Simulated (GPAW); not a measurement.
# ZrO2 (Fm-3m) in GPAW: equation of state

How stiff is ZrO2 in PBE, and what volume does it want? The cell is scaled to several volumes.

All numbers are computed with GPAW 26.7.0; they aren't measurements. Logs are shortened: lines on timing, memory, paths and dates and some standing lists are left out, and cuts for length are marked. The log counts tension as positive stress, the text compression.

## (1) Starting point

It takes space group Fm-3m (No. 225, cubic). Conventional cell: a = 5.090 Å, b = 5.090 Å, c = 5.090 Å, α = 90.00°, β = 90.00°, γ = 90.00°. Zr (site symmetry m-3m) is surrounded by 8 O at 2.20 Å. O (site symmetry -43m) is surrounded by 4 Zr at 2.20 Å.

Measurements of this composition are mostly on another form, of space group No. 14.

## (2) Equation of state, PBE

The input, run.py:

```python
from ase.eos import EquationOfState
from ase.io import Trajectory, read
from ase.units import GPa
from gpaw import GPAW, PW

atoms = read('ZrO2.xyz')

traj = Trajectory('eos.traj', 'w')
volumes, energies = [], []
for x in [0.94, 0.96, 0.98, 1.0, 1.02, 1.04, 1.06]:
    a = atoms.copy()
    a.set_cell(atoms.cell * x**(1 / 3), scale_atoms=True)
    calc = GPAW(mode=PW(800),
                xc='PBE',
                kpts={'size': (9, 9, 9), 'gamma': True},
                occupations={'name': 'fermi-dirac', 'width': 0.05},
                nbands=24,
                convergence={'density': 1e-05, 'energy': 1e-05},
                maxiter=150,
                txt=f'eos-{x:.2f}.txt')
    a.calc = calc
    energies.append(a.get_potential_energy(force_consistent=True))
    volumes.append(a.get_volume())
    p = -a.get_stress()[:3].mean() / GPa
    calc.write(f'eos-{x:.2f}.gpw')
    traj.write(a)
    print(f'{x:.2f} {volumes[-1]:10.4f} A^3 {energies[-1]:14.6f} eV {p:9.3f} GPa', flush=True)

v0, e0, B = EquationOfState(volumes, energies, eos='birchmurnaghan').fit()
print(f'V0 = {v0:.4f} A^3, E0 = {e0:.6f} eV, B0 = {B / GPa:.2f} GPa')
```

The input, ZrO2.xyz:

```xyz
3
Lattice="0.0000000000 2.5450727058 2.5450727058 2.5450727058 0.0000000000 2.5450727058 2.5450727058 2.5450727058 0.0000000000" Properties=species:S:1:pos:R:3 pbc="T T T"
Zr     0.0000000000      0.0000000000      0.0000000000
O      3.8176090587      3.8176090587      3.8176090587
O      1.2725363529      1.2725363529      1.2725363529
```

Potentials or basis: GPAW PAW data sets (gpaw-data 1.2.1), pw.

On the command line:

```console
$ OMP_NUM_THREADS=1 python run.py
```

The program printed:

```text
__  _  _
 | _ |_)|_||  |
 |__||  | ||/\| - 26.7.0

Input parameters:
  mode=PW(ecut=800.0),
  convergence={'density': 1e-05, 'energy': 1e-05},
  kpts=MonkhorstPack(size=(9, 9, 9), gamma=True),
  maxiter=150,
  nbands=24,
  occupations=Occupations(name='fermi-dirac', width=0.05),
  xc=XC(name='PBE')

Diagonalizing LCAO Hamiltonian
Converting LCAO to pw mode

                   O

           O

       Zr

Atoms  # Å, Bohr magnetons
|   | symbol |        x |        y |        z |    initial magnetic moments |
|---|--------|----------|----------|----------|-----------------------------|
| 0 |     Zr | 0.000000 | 0.000000 | 0.000000 | ( 0.0000,  0.0000,  0.0000) |
| 1 |      O | 3.739677 | 3.739677 | 3.739677 | ( 0.0000,  0.0000,  0.0000) |
| 2 |      O | 1.246559 | 1.246559 | 1.246559 | ( 0.0000,  0.0000,  0.0000) |

Unit cell  # Å
| periodic |        x |        y |        z |  lengths |    angles |
|----------|----------|----------|----------|----------|-----------|
|      yes | 0.000000 | 2.493118 | 2.493118 | 3.525801 | 60.000000 |
|      yes | 2.493118 | 0.000000 | 2.493118 | 3.525801 | 60.000000 |
|      yes | 2.493118 | 2.493118 | 0.000000 | 3.525801 | 60.000000 |

Number of symmetries: 48
Symmetry operations  # r_c * U_cc + t_c -> r_c
|    | kind |            matrix            |
|----|------|------------------------------|
|  0 |  σ   |  1, 0, 0,  1, 0,-1,  1,-1, 0 |
|  1 |  C2  |  1, 0, 0,  1,-1, 0,  1, 0,-1 |
|  2 |  E   |  1, 0, 0,  0, 1, 0,  0, 0, 1 |
|  3 |  σ   |  1, 0, 0,  0, 0, 1,  0, 1, 0 |
|  4 |  C4  |  1, 0,-1,  1, 0, 0,  1,-1, 0 |
|  5 |  S6  |  1, 0,-1,  1,-1, 0,  1, 0, 0 |
|  6 |  σ   |  1, 0,-1,  0, 1,-1,  0, 0,-1 |
|  7 |  C3  |  1, 0,-1,  0, 0,-1,  0, 1,-1 |
|  8 |  S6  |  1,-1, 0,  1, 0, 0,  1, 0,-1 |
|  9 |  C4  |  1,-1, 0,  1, 0,-1,  1, 0, 0 |
| 10 |  C3  |  1,-1, 0,  0,-1, 1,  0,-1, 0 |
| 11 |  σ   |  1,-1, 0,  0,-1, 0,  0,-1, 1 |
| 12 |  σ   |  0, 1, 0,  1, 0, 0,  0, 0, 1 |
| 13 |  C4  |  0, 1, 0,  0, 1,-1, -1, 1, 0 |
| 14 |  C3  |  0, 1, 0,  0, 0, 1,  1, 0, 0 |
| 15 |  S6  |  0, 1, 0, -1, 1, 0,  0, 1,-1 |
| 16 |  C2  |  0, 1,-1,  1, 0,-1,  0, 0,-1 |
| 17 |  σ   |  0, 1,-1,  0, 1, 0, -1, 1, 0 |
| 18 |  S4  |  0, 1,-1,  0, 0,-1,  1, 0,-1 |
| 19 |  C4  |  0, 1,-1, -1, 1, 0,  0, 1, 0 |
| 20 |  C3  |  0, 0, 1,  1, 0, 0,  0, 1, 0 |
| 21 |  σ   |  0, 0, 1,  0, 1, 0,  1, 0, 0 |
| 22 |  S6  |  0, 0, 1,  0,-1, 1, -1, 0, 1 |
| 23 |  C4  |  0, 0, 1, -1, 0, 1,  0,-1, 1 |
| 24 |  S4  |  0, 0,-1,  1, 0,-1,  0, 1,-1 |
| 25 |  C3  |  0, 0,-1,  0, 1,-1,  1, 0,-1 |
| 26 |  C2  |  0, 0,-1,  0,-1, 0, -1, 0, 0 |
| 27 |  S6  |  0, 0,-1, -1, 0, 0,  0,-1, 0 |
| 28 |  S4  |  0,-1, 1,  1,-1, 0,  0,-1, 0 |
| 29 |  C4  |  0,-1, 1,  0, 0, 1, -1, 0, 1 |
| 30 |  C2  |  0,-1, 1,  0,-1, 0,  1,-1, 0 |
| 31 |  σ   |  0,-1, 1, -1, 0, 1,  0, 0, 1 |
| 32 |  C3  |  0,-1, 0,  1,-1, 0,  0,-1, 1 |
| 33 |  S6  |  0,-1, 0,  0, 0,-1, -1, 0, 0 |
| 34 |  S4  |  0,-1, 0,  0,-1, 1,  1,-1, 0 |
| 35 |  C2  |  0,-1, 0, -1, 0, 0,  0, 0,-1 |
| 36 |  C2  | -1, 1, 0,  0, 1, 0,  0, 1,-1 |
| 37 |  S6  | -1, 1, 0,  0, 1,-1,  0, 1, 0 |
| 38 |  S4  | -1, 1, 0, -1, 0, 1, -1, 0, 0 |
| 39 |  C3  | -1, 1, 0, -1, 0, 0, -1, 0, 1 |
| 40 |  S6  | -1, 0, 1,  0, 0, 1,  0,-1, 1 |
| 41 |  C2  | -1, 0, 1,  0,-1, 1,  0, 0, 1 |
| 42 |  C3  | -1, 0, 1, -1, 1, 0, -1, 0, 0 |
| 43 |  S4  | -1, 0, 1, -1, 0, 0, -1, 1, 0 |
| 44 |  C2  | -1, 0, 0,  0, 0,-1,  0,-1, 0 |
| 45 |  i   | -1, 0, 0,  0,-1, 0,  0, 0,-1 |
| 46 |  σ   | -1, 0, 0, -1, 1, 0, -1, 0, 1 |
| 47 |  C2  | -1, 0, 0, -1, 0, 1, -1, 1, 0 |

BZ-sampling:
  Number of BZ points: 729
  Number of IBZ points: 35

  Monkhorst-Pack size: [9, 9, 9]
  Monkhorst-Pack shift: [0, 0, 0]

K-points  # in reciprocal-cell coordinates
|     |                                coordinates |     weight |
|-----|--------------------------------------------|------------|
|   0 | (  0.00000000,   0.00000000,   0.00000000) | 0.00137174 |
|   1 | (  0.11111111,   0.11111111,   0.00000000) | 0.00823045 |
|   2 | (  0.11111111,   0.11111111,   0.11111111) | 0.01097394 |
|   3 | (  0.22222222,   0.11111111,   0.11111111) | 0.01646091 |
|   4 | (  0.22222222,   0.22222222,   0.00000000) | 0.00823045 |
|   5 | (  0.22222222,   0.22222222,   0.11111111) | 0.03292181 |
|   6 | (  0.22222222,   0.22222222,   0.22222222) | 0.01097394 |
|   7 | (  0.33333333,   0.22222222,   0.11111111) | 0.03292181 |
|   8 | (  0.33333333,   0.22222222,   0.22222222) | 0.03292181 |
|   9 | (  0.33333333,   0.33333333,  -0.33333333) | 0.01646091 |
| ... |                                            |            |
|  34 | (  0.44444444,   0.44444444,   0.44444444) | 0.01097394 |

Plane wave coefficients: 1639
Cutoff: 800.0 eV

Spin-components: 1 (collinear spins)
Bands:           24
Projectors:      16
Spin-degeneracy: 2
Datatype:        complex128

Density:
  Valence electrons: 24.0
  Components: 1
  Grid points: [24 24 24]
  Charge: 0.0  # |e|

Potential:
  Grid points: [24 24 24]

species:
  Zr:
    name:    Zirconium
    Z:       40.0
    valence: 12
    core:    28
    charge:  0.0  # [|e|]
    compensation charges:
      type: gauss
      rc: 0.40  # [Å]
      lmax: 2
    cutoffs:
      filter: 2.39  # [Å]
      core: 1.59  # [Å]
    projectors
    | kind |    occ | energy [eV] | rcut [Å] |
    |------|--------|-------------|----------|
    |   4s |  2.000 |     -54.478 |    1.323 |
    |   5s |  2.000 |      -4.438 |    1.323 |
    |   4p |  6.000 |     -32.467 |    1.334 |
    |   5p |  0.000 |      -1.470 |    1.334 |
    |   4d |  2.000 |      -3.600 |    1.244 |
    |    d |        |      23.611 |    1.244 |

    Using partial waves for Zr as LCAO basis

  O:
    name:    Oxygen
    Z:       8.0
    valence: 6
    core:    2
    charge:  0.0  # [|e|]
    compensation charges:
      type: gauss
      rc: 0.21  # [Å]
      lmax: 2
    cutoffs:
      filter: 1.17  # [Å]
      core: 0.83  # [Å]
    projectors
    | kind |    occ | energy [eV] | rcut [Å] |
    |------|--------|-------------|----------|
    |   2s |  2.000 |     -23.961 |    0.688 |
    |   2p |  4.000 |      -9.029 |    0.598 |
    |    s |        |       3.251 |    0.688 |
    |    p |        |      18.182 |    0.598 |
    |    d |        |       0.000 |    0.619 |

    Using partial waves for O as LCAO basis

Reference energy: -101975.275837  # eV

eigensolver:
  PPCG
  Converge bands: occupied
  niter=2

density mixing:
  MSR1-Mixer
  Pratt-step length: 0.05
  Maximum mixing coefficient: 0.75
  Old densities: 10
  SVD Regularization: 0.005
  Good broyden scale: 1.0
  Trust region scale: 1.0
  Backstep threshold: 4.0
  History deletion threshold: 6.0
  Fourier metric: weight=20.0, sigma=0.015

occupation numbers:
  Fermi-Dirac:
    width: 0.0500  # eV

poisson solver:
  ecut: 6400.0  # eV

xc functional:
  name: PBE with 2 nearest neighbor stencil

convergence criteria:
- Maximum integral of absolute [dens]ity change: 1e-05 electrons / valence electron
- Maximum [total energy] change in last 3 cyles: 1e-05 eV / valence electron
- Maximum integral of absolute [eigenst]ate change: 4e-08 eV^2 / valence electron
maximum number of iterations: 150

SCF iterations
|iter     | |      energy | eigst |  dens |
|---------|-|-------------|-------|-------|
|iter:   1| |  -31.987798 | +0.08 |       |
|iter:   2| |  -30.838998 | -1.66 | -0.81 |
|iter:   3| |  -27.880444 | -0.78 | -0.86 |
|iter:   4| |  -27.872875 | -2.63 | -1.47 |
|iter:   5| |  -27.881625 | -2.99 | -1.72 |
|iter:   6| |  -27.881305 | -4.50 | -2.82 |
|iter:   7| |  -27.881326 | -6.04 | -3.38 |
|iter:   8| |  -27.881331c| -6.62 | -3.77 |
|iter:   9| |  -27.881331c| -7.52c| -4.84 |
|iter:  10| |  -27.881331c| -8.17c| -5.39c|

Converged in 10 steps
Energy contributions relative to reference atoms: (reference = -101975.275837)

Energy contributions:
  Kinetic:          36.051436
  Coulomb:         -37.715120
  Zero:              0.589819
  External:          0.000000
  Xc:              -26.807465
  Entropy:          -0.000000
  Spinorbit:         0.000000
  ----------------------------
  Free energy:     -27.881331
  Extrapolated:    -27.881331

dipole moment: (-18.213211, -18.213211, -18.213211)  # |e|*Ang

Fermi level: 9.867
Eigenvalues  # (at kpt = [0.000, 0.000, 0.000])
| band index |      eig [eV] | occ [0-2] |
|------------|---------------|-----------|
|          0 |       -38.892 |     2.000 |
|        ... |               |           |
|          4 |        -9.546 |     2.000 |
|          5 |        -6.758 |     2.000 |
|          6 |         3.345 |     2.000 |
|          7 |         3.345 |     2.000 |
|          8 |         3.345 |     2.000 |
|          9 |         8.372 |     2.000 |
[... 8 lines left out ...]
|         18 |        23.825 |     0.000 |
|         19 |        23.825 |     0.000 |
|        ... |               |           |
|         23 |        33.611 |     0.000 |

Gap: 3.576 eV
Transition (v -> c):
  (s=0, k=29, n=11, [0.44, 0.44, -0.11]) -> (s=0, k=0, n=12, [0.00, 0.00, 0.00])
Direct/indirect transitions are different
Direct gap: 4.076 eV
Transition at: (s=0, k=0, n=11, [0.00, 0.00, 0.00])

Stress tensor  # eV/Ang^3
|         x |         y |         z |
|-----------|-----------|-----------|
| -0.118052 |  0.000000 |  0.000000 |
|  0.000000 | -0.118052 | -0.000000 |
|  0.000000 | -0.000000 | -0.118052 |

# Writing to eos-0.94.gpw (mode='')
```

It took 2.7 min on 1 thread of Arm Neoverse V2, shared host; peak memory 0.25 GiB.

Results:

| Item | Value |
| --- | --- |
| Equilibrium volume | 11.07 Å³/atom |
| Bulk modulus | 237 GPa |
| Pressure derivative of the bulk modulus | 4.3 |

Energy against volume, from the lowest point:
| volume (Å³/atom) | energy (meV/atom) |
| --- | --- |
| 10.331 | 41.28 |
| 10.551 | 19.51 |
| 10.770 | 6.01 |
| 10.990 | 0.00 |
| 11.210 | 0.74 |
| 11.430 | 7.54 |
| 11.650 | 19.76 |
